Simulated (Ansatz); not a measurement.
Trial inputs on InSb

The reference input for Ansatz (plane-wave DFT with PAW):

```yaml
crystal:
  lattice:
    - [0.0, 3.073513, 3.073513]
    - [3.073513, 0.0, 3.073513]
    - [3.073513, 3.073513, 0.0]
  atoms:
    - { symbol: In, position: [0.0, 0.0, 0.0] }
    - { symbol: Sb, position: [0.5, 0.5, 0.5] }
basis:
  ecutwfc: 420
kpoints:
  mp_grid: { grid: [4, 4, 4] }
hamiltonian:
  xc: pbe
scf:
  occupations: { method: gaussian, width: 0.1 }
output:
  forces: true
  stress: true
  eigenvalues: true
```

Command:

```bash
ansatz run input.yaml --threads 1 --pin off --max-ram 1331MiB --backend cpu --events-out ev --progress --plain --runs-dir out
```

The run converges in 7 SCF iterations on 8 irreducible k-points: pressure 1.83 GPa, no gap.

The inputs are trials, many of them unsound on purpose. Their numbers show the effect of the settings and aren't properties of the material. Each trial's input is given as a difference from the reference's; energies are extrapolated to zero smearing where there is one, and pressure is positive in compression. Charged cells sit in a uniform background, and their pressures hang on that convention.

Question: Trial 1:

```diff
 kpoints:
-  mp_grid: { grid: [4, 4, 4] }
+  mp_grid: { grid: [2, 2, 2] }
+md:
+  timestep: 0.5
+  n_steps: 6
+  ensemble: nvt_nose_hoover
+  temperature: 100
+  initial_velocities: maxwell_boltzmann
+  seed: 39
```

What does the program give?

Answer: The trajectory runs its 6 steps, with temperatures 100, 100, 100, 100, 100, 100, 100 K; at its end: pressure 9.55 GPa, largest force 0.007 eV/Å, no gap. It warns that the SCF threshold is loose for the stress.

Question: Trial 2:

```diff
 scf:
-  occupations: { method: gaussian, width: 0.1 }
+  occupations: { method: tetrahedron }
+  max_iter: 30
+  convergence: { dr2_threshold: "1e-7 eV" }
```

What does the program give?

Answer: The run converges in 7 SCF iterations on 8 irreducible k-points: energy 106 meV per atom below the reference, pressure -0.07 GPa, no gap. It warns that the printed bands weren't solved further after the SCF; that the SCF threshold is loose for the stress; that forces and stress under tetrahedra may miss the energy's slope.

Question: Trial 3:

```diff
 basis:
-  ecutwfc: 420
+  ecutwfc: "16 Ha"
 kpoints:
-  mp_grid: { grid: [4, 4, 4] }
+  mp_grid: { grid: [1, 1, 1] }
 hamiltonian:
-  xc: pbe
+  xc: blyp
 scf:
-  occupations: { method: gaussian, width: 0.1 }
+  occupations: { method: fermi_dirac, width: "1000 K" }
+  max_iter: 80
+md:
+  timestep: 40.0
+  n_steps: 6
+  ensemble: nve
+  temperature: 2500
+  initial_velocities: maxwell_boltzmann
+  seed: 69
```

What does the program give?

Answer: The trajectory runs its 6 steps, with temperatures 2500, 357, 1706, 1844, 252, 2331, 456 K; at its end: pressure 63.79 GPa, largest force 1.946 eV/Å. It warns that the SCF threshold is loose for the stress. Forces of BLYP on these PAW sets can be off by 10 %.

Question: Trial 4:

```diff
+total_charge: -0.1
 kpoints:
-  mp_grid: { grid: [4, 4, 4] }
+  mp_grid: { grid: [2, 2, 2] }
 scf:
+  lower_state_search: standard
```

What does the program give?

Answer: The run converges in 6 SCF iterations on 3 irreducible k-points: pressure 9.47 GPa (with the neutralising background of the charged cell), no gap.

Question: Trial 5:

```diff
 kpoints:
-  mp_grid: { grid: [4, 4, 4] }
+  mp_grid: { grid: [3, 2, 1] }
 scf:
+  max_iter: 300
```

How does this run end?

Answer: The run converges in 8 SCF iterations on 4 irreducible k-points: energy 1.40 eV per atom above the reference, pressure 13.88 GPa, no gap. It warns that the mesh lowers the symmetry.

Question: Trial 6:

```diff
 scf:
-  occupations: { method: gaussian, width: 0.1 }
+  occupations: { method: gaussian, width: 0.15 }
+  convergence: { dr2_threshold: "1e-8 eV" }
 output:
+  efg: {}
```

How does this run end?

Answer: The run converges in 8 SCF iterations on 8 irreducible k-points: energy 2.42 meV per atom below the reference, pressure 1.76 GPa, no gap. It warns that field gradients leave spin–orbit coupling out; that the SCF threshold is loose for the stress.

Question: Trial 7:

```diff
 basis:
-  ecutwfc: 420
+  ecutwfc: 210
 hamiltonian:
-  xc: pbe
+  xc: rpbe
+  dispersion: d4
+  pseudopotentials: { kind: nc }
 scf:
-  occupations: { method: gaussian, width: 0.1 }
+  occupations: { method: fermi_dirac, width: "3000 K" }
+  eigensolver: { mixed_precision: false }
+  convergence: { dr2_threshold: "1e-10 eV" }
+  max_iter: 90
```

What does the program give?

Answer: The run converges in 11 SCF iterations on 8 irreducible k-points: pressure 8.71 GPa (unreliable at so low a cutoff), no gap. It warns that the cutoff lies under the recommended one, 1088 eV for these potentials.

Question: Trial 8:

```diff
 basis:
+  precision: f64
 kpoints:
-  mp_grid: { grid: [4, 4, 4] }
+  mp_grid: { grid: [1, 1, 1], shift: [0.5, 0.5, 0.5] }
 scf:
+  max_iter: 80
+  convergence: { dr2_threshold: "1e-6 eV" }
 output:
+  dos: {}
```

What does the program give?

Answer: The run converges in 7 SCF iterations on 1 irreducible k-point: energy 2.80 eV per atom above the reference, pressure 13.89 GPa, gap on the sampled k-points 1.21 eV (the reference is a metal, so it comes from the sampling or the changed settings). It warns that the SCF threshold is loose for the forces; that the SCF threshold is loose for the stress.

Question: Trial 9:

```diff
 kpoints:
-  mp_grid: { grid: [4, 4, 4] }
+  mp_grid: { kspacing: 0.41 }
 hamiltonian:
+  dispersion: d4
 scf:
-  occupations: { method: gaussian, width: 0.1 }
+  occupations: { method: fermi_dirac, width: 0.72 }
```

How does this run end?

Answer: The run converges in 7 SCF iterations on 10 irreducible k-points: pressure 0.60 GPa, no gap.

Question: Trial 10:

```diff
 kpoints:
-  mp_grid: { grid: [4, 4, 4] }
+  mp_grid: { grid: [2, 2, 2] }
 hamiltonian:
-  xc: pbe
+  xc: r2scanh
+  hubbard:
+    sites: [{ species: In, l: d, u: 6.3, j: 0.65 }]
+    projectors: atomic
 scf:
+  lower_state_search: "off"
```

How does this run end?

Answer: The run converges in 18 SCF iterations on 3 irreducible k-points: pressure 8.53 GPa, no gap. It warns that the cutoff lies under the recommended one, 500 eV for these potentials; that the count of filled bands differs between k-points; that the threshold of exact exchange is loose for the stress; that the SCF threshold is loose for the stress. Under a U the state reached may not be the lowest.